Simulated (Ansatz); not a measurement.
# Pt (Im-3m) in Ansatz: reference runs

How does Pt come out in PBEsol? The cell is run as given and disturbed.

Program: Ansatz 0.2.0. These are calculated values, not measurements. Logs are shortened: lines on timing, memory, paths and dates and some standing lists are left out, and cuts for length are marked.

**1. The structure**

Symmetry: Im-3m, No. 229, cubic system. Conventional cell: a = 3.168 Å, b = 3.168 Å, c = 3.168 Å, α = 90.00°, β = 90.00°, γ = 90.00°. Pt (site symmetry m-3m) is surrounded by 8 Pt at 2.74 Å.

This isn't the form of Pt at room conditions, which is fcc.

**2. Single point, PBEsol**

input.yaml reads:

```yaml
crystal:
  lattice:
    - [-1.58422, 1.58422, 1.58422]
    - [1.58422, -1.58422, 1.58422]
    - [1.58422, 1.58422, -1.58422]
  atoms:
    - { symbol: Pt, position: [0.0, 0.0, 0.0] }
kpoints:
  mp_grid: { grid: [12, 12, 12] }
scf:
  occupations: { method: fermi_dirac, width: 0.05 }
hamiltonian:
  xc: pbesol
  pseudopotentials: { kind: all_electron, lapw: { basis_error: 0.001 } }
output:
  forces: true
  stress: true
  eigenvalues: true
  populations: true
```

Potentials or basis: all-electron LAPW, scalar-relativistic.

Launch:

```bash
$ ansatz run input.yaml --threads 1 --pin off --max-ram 3072MiB --backend cpu --events-out ev --progress --plain --runs-dir out
```

The log of the run:

```text
Warning: RAYON_NUM_THREADS=1 ignored (pool sized by the plan → 1); use --threads N
Pt: projections on atomic orbitals take those of the free atom 1s2 2s2 2p6 3s2 3p6 3d10 4s2 4p6 4d10 4f14 5s2 5p6 5d9 6s1, of charge +0.00 (hamiltonian.pseudopotentials.projection_atoms)
LAPW: plane waves up to 8.527 Å⁻¹, error target 1.0e-3 eV per atom; small_component_spin mean_spin; Pt in spheres of 1.372 Å, 42 of its electrons in bands, Dirac shells [] (how accurate: hamiltonian.pseudopotentials.lapw.basis_error, Limitations)
Engine: ansatz 0.2.0, aarch64-unknown-linux-gnu
Pseudopotentials: kind: all_electron
Pseudopotential: Pt, LAPW, valence charge 42, lapw/all_electron/scalar/gaussian/Pt, Koelling and Harmon's equation, gaussian nucleus
Functional definition: PBEsol
  exchange = pbesol_x
  correlation = pbesol_c
Crystal: 1 atoms, lattice volume = 15.904 Å³
Basis set: ecut = 277.02108263491886 eV, 177 PW (Γ), exchange–correlation at level 2
Bands: 26, of which v1, the nominal top of the filled ones, is band 21 counted from 1 (20 counted from 0)
Symmetry: 48 space group operations
Space group: Im-3m (ITA 229), of the structure as read, at distance tolerance 2.5e-5 Å
k-points: 72 of 1728
Non-local potential: Pt, projectors of the file, none
Initial density: superposition of atomic densities (chi_scale 0.1, normalization cell)
Initial wavefunctions: plane waves of lowest kinetic energy (no species holds an atomic orbital)
Functional: x = pbesol(κ = 0.804, μ = 0.12345679012345678), c = pbesol(β = 0.046)
iter 1 solved again at ethr=2.96e-4 eV; its pass at ethr=1.00e-1 eV (dr2=1.24e-1 eV) is discarded
SCF iter   1: F=—  HF=-500818.416395 eV  |F-HF|=—  |Δ(HF+E_count)|=         —  Δρ=3.49e-2  dr2=1.25e-1  ethr=2.96e-4  ⟨swp⟩=2.9  Hψ=11781  notcnv=0
preconditioner: auto → Kerker (q_TF=auto, 3.208 Å⁻¹)  [metal: Δε(μ)=0.062 eV  Ē_g=15.335 eV  σ=0.050 eV  W_gap=0.30  n_scr=12 (ndim 8)  ℏωp=29.4 eV  f_vac=0.000  D(μ)=0.68/eV (n_scr^D=0)]
iter 2 solved again at ethr=2.72e-5 eV; its pass at ethr=2.96e-4 eV (dr2=1.14e-2 eV) is discarded
SCF iter   2: F=—  HF=-500818.054725 eV  |F-HF|=—  |Δ(HF+E_count)|=   3.62e-1  Δρ=8.88e-3  dr2=1.14e-2  ethr=2.72e-5  ⟨swp⟩=2.0  Hψ=9599  notcnv=0
SCF iter   3: F=—  HF=-500818.032519 eV  |F-HF|=—  |Δ(HF+E_count)|=         —  Δρ=8.99e-3  dr2=1.16e-2  ethr=2.72e-5  ⟨swp⟩=2.0  Hψ=5411  notcnv=0
the basis was enlarged: its passes take 1016.8 KiB over the memory plan, 1 of 1 planned eigensolver slots
SCF iter   4: F=—  HF=-500818.029604 eV  |F-HF|=—  |Δ(HF+E_count)|=   2.91e-3  Δρ=5.58e-3  dr2=4.97e-3  ethr=2.72e-5  ⟨swp⟩=2.0  Hψ=5078  notcnv=0
SCF iter   5: F=—  HF=-500818.028912 eV  |F-HF|=—  |Δ(HF+E_count)|=   6.93e-4  Δρ=2.42e-3  dr2=1.05e-3  ethr=1.18e-5  ⟨swp⟩=2.0  Hψ=5348  notcnv=0
SCF iter   6: F=—  HF=-500818.028994 eV  |F-HF|=—  |Δ(HF+E_count)|=   8.23e-5  Δρ=3.62e-4  dr2=2.00e-5  ethr=2.50e-6  ⟨swp⟩=2.0  Hψ=5409  notcnv=0
SCF iter   7: F=—  HF=-500818.028992 eV  |F-HF|=—  |Δ(HF+E_count)|=   2.01e-6  Δρ=6.96e-5  dr2=4.68e-7  ethr=4.77e-8  ⟨swp⟩=2.0  Hψ=5411  notcnv=0
SCF iter   8: F=-500818.028992 eV  HF=-500818.028992 eV  |F-HF|=4.66e-10  |Δ(HF+E_count)|=   9.84e-9  Δρ=8.47e-6  dr2=5.74e-9  ethr=1.12e-9  ⟨swp⟩=2.0  Hψ=5411  notcnv=0
SCF 1 converged in 8 iterations: F = -500818.028992 eV  dr2 = 5.74e-9
SCF converged after 8 iterations
Free energy (F): -500818.028992 eV
Harris-Foulkes:  -500818.028992 eV  (|F-HF|=4.66e-10)
Internal energy: -500818.022750 eV  (E = F + TS)
E sigma→0 (E₀):  -500818.025871 eV
Entropy (-TS):   -0.006242 eV (-6.242 meV/atom)
Fermi energy:    26.556683 eV
--- Per-component energies (eV) ---
  E_band       = -3382.193612
  E_kinetic    = 568674.098276
  E_xc         = -9552.877112
  E_electrostatic = -1059939.243914  (all electrons and nuclei)
  E_smearing   = -0.006242  (= −TS)
  E_closure    = 0.000000  (closes the sum)
  E_atoms      = -500811.181748  (free atoms, spherical and without spin; not in F)
  Σ components = -500818.028992   (vs F -500818.028992, Δ=0.00e0)
  Basis errors (estimates in eV, not in F): energy 2.7e-4 per atom: plane waves 2.4e-4 (1.2e-4 summed), levels above the bands 8.7e-166, relativity 7.2e-8, radial functions 3.8e-5, core shells 1.4e-7; eigenvalues (radial functions only) 7.0e-6; not estimated: angular momenta, meshes, grids; target (lapw.basis_error) 1.0e-3; muffin-tin radii Pt 1.372 Å
--- Forces (eV/Å), atoms counted from 1 ---
  atom   1  Pt    -0.00000000     0.00000000    -0.00000000
  max |Σ_I F_I| component: 4.52e-32 eV/Å
--- Stress (GPa, compression-positive) ---
      -11.227780       0.000000       0.000000
        0.000000     -11.227780      -0.000000
        0.000000      -0.000000     -11.227780
  P = ⅓ Tr σ = -11.2278 GPa (-112.278 kbar)
--- Band table (eV; the first three rows and the last of 72) ---
  k-point 0: bands = ["-276.0727", "-276.0727", "-276.0727", "-276.0090", "-276.0090", "-71.4765", "-40.0451", "-40.0041", "-40.0041", "-40.0041", "-39.9654", "-39.9654", "-39.9654", "-25.4550", "-25.4550", "-25.4550", "17.1137", "23.1633", "23.1633", "23.1633", "25.6556", "25.6556", "43.6204", "43.6204", "43.6204", "53.4876"]
  k-point 1: bands = ["-276.0727", "-276.0727", "-276.0727", "-276.0090", "-276.0090", "-71.4746", "-40.0453", "-40.0040", "-40.0040", "-40.0040", "-39.9656", "-39.9655", "-39.9655", "-25.4825", "-25.4647", "-25.4548", "17.3941", "23.0546", "23.1618", "23.3874", "25.5194", "25.6633", "43.7352", "43.8118", "44.0272", "50.7790"]
  k-point 2: bands = ["-276.0727", "-276.0727", "-276.0727", "-276.0090", "-276.0090", "-71.4694", "-40.0459", "-40.0039", "-40.0037", "-40.0036", "-39.9659", "-39.9656", "-39.9655", "-25.5569", "-25.4909", "-25.4543", "18.1771", "22.7696", "23.1343", "24.0364", "25.2818", "25.6937", "43.4817", "43.6310", "45.1825", "49.0184"]
  k-point 71: bands = ["-276.0727", "-276.0727", "-276.0727", "-276.0090", "-276.0090", "-71.4250", "-40.0513", "-40.0015", "-40.0015", "-40.0015", "-39.9671", "-39.9671", "-39.9671", "-25.7549", "-25.7549", "-25.7549", "20.5918", "20.5918", "27.1526", "27.1526", "27.1526", "34.2081", "34.2081", "34.2081", "39.2591", "45.4686"]
--- Löwdin populations: 1 site ---
  site symbol       q [e]
     0     Pt     77.8656
  spilling = 0.001723 (of n_electrons = 78.000000)
```

Wall time 9.2 s (1 thread of Arm Neoverse V2, shared host); peak memory 0.29 GiB.

Results:

- Free energy: -500818.0290 eV
- Pressure: -11.2 GPa
- Band gap on the k mesh: none (metal or under the smearing width)

Levels at points of the mesh, in eV from the Fermi level:
| k point | band 18 | band 19 | band 20 | band 21 | band 22 | band 23 | band 24 | band 25 |
| --- | --- | --- | --- | --- | --- | --- | --- | --- |
| (0.00, 0.00, 0.00) | -3.39 | -3.39 | -3.39 | -0.90 | -0.90 | 17.06 | 17.06 | 17.06 |
| (0.00, 0.00, -0.50) | -4.81 | -1.09 | -0.58 | 0.27 | 1.12 | 6.29 | 13.25 | 15.80 |
| (-0.50, -0.50, -0.50) | -5.96 | 0.60 | 0.60 | 0.60 | 7.65 | 7.65 | 7.65 | 12.70 |

The run has no spin-orbit coupling, so splittings on Pt are missing.

**3. Equation of state, PBEsol**

Potentials or basis: all-electron LAPW, scalar-relativistic.

This step only gathers the single runs of the series.

Results:

```yaml
Equilibrium_volume: 15.19 Å³/atom
Bulk_modulus: 278 GPa
Pressure_derivative_of_the_bulk_modulus: 5.4
```

Energy against volume, from the lowest point:
```
volume (Å³/atom)  energy (meV/atom)
          14.950               3.18
          15.268               0.00
          15.586               8.01
          15.904              25.82
          16.222              52.21
          16.540              86.08
          16.858             126.46
```

Spin-orbit coupling is left out, which matters for the levels of Pt.

**4. Single point, PBEsol (cell strained at random at fixed volume)**

Changes to input.yaml since step 2:

```diff
@@ -2,7 +2,7 @@
   lattice:
-    - [-1.58422, 1.58422, 1.58422]
-    - [1.58422, -1.58422, 1.58422]
-    - [1.58422, 1.58422, -1.58422]
+    - [-1.517923, 1.612567, 1.572658]
+    - [1.584375, -1.591215, 1.617757]
+    - [1.523578, 1.59687, -1.551306]
   atoms:
-    - { symbol: Pt, position: [0.0, 0.0, 0.0] }
+    - { symbol: Pt, position: [-0.012312, -0.008861, -0.012486] }
 kpoints:
```

Launch:

```bash
$ ansatz run input.yaml --threads 1 --pin off --max-ram 3072MiB --backend cpu --events-out ev --progress --plain --runs-dir out
```

Wall time 95 s (1 thread of Arm Neoverse V2, shared host); peak memory 1.1 GiB.

Results (log left out):

```yaml
Free_energy: -500818.0177 eV
Pressure: -10.7 GPa
Band_gap_on_the_k_mesh: none (metal or under the smearing width)
```

Stress tensor (GPa, compression positive):
```
-12.40  -0.15  -5.75
 -0.15  -9.50  -1.95
 -5.75  -1.95 -10.33
```

Levels at points of the mesh, in eV from the Fermi level:
```tsv
k point	band 18	band 19	band 20	band 21	band 22	band 23	band 24	band 25
(0.00, 0.00, 0.00)	-3.79	-3.37	-3.11	-1.08	-0.74	16.66	16.86	17.61
(0.00, 0.00, -0.50)	-4.91	-1.08	-0.51	0.28	1.05	6.32	13.13	15.71
(0.00, -0.50, 0.00)	-5.08	-0.84	-0.33	0.05	0.94	5.87	13.36	15.78
(0.00, -0.50, -0.50)	-4.62	-1.36	-0.76	0.22	1.09	6.28	13.28	16.27
(-0.50, 0.00, 0.00)	-4.71	-1.27	-0.63	0.04	0.98	5.96	13.46	16.43
(-0.50, 0.00, -0.50)	-4.82	-1.17	-0.70	0.65	1.29	6.91	12.80	15.20
(-0.50, -0.50, 0.00)	-4.90	-1.09	-0.53	0.32	1.10	6.37	12.95	15.79
(-0.50, -0.50, -0.50)	-5.98	0.28	0.55	0.88	7.25	7.45	8.24	12.69
```

**5. The runs side by side**

| task | cell | cutoff (eV) | basis error allowed | gap on the mesh (eV) | pressure (GPa) |
| --- | --- | --- | --- | --- | --- |
| single point | as given | 277 | 0.001 eV/atom | none | -11.2 |
| equation of state | as given | - | 0.0005 eV/atom | - | - |
| single point | cell strained at random at fixed volume | 288 | 0.001 eV/atom | none | -10.7 |

Alike in all rows: level PBEsol; potentials or basis all-electron LAPW, scalar-relativistic; no spin polarisation; k mesh 12 × 12 × 12; smearing fermi-dirac 0.05 eV.

Compare energies only between runs with the same functional and basis.
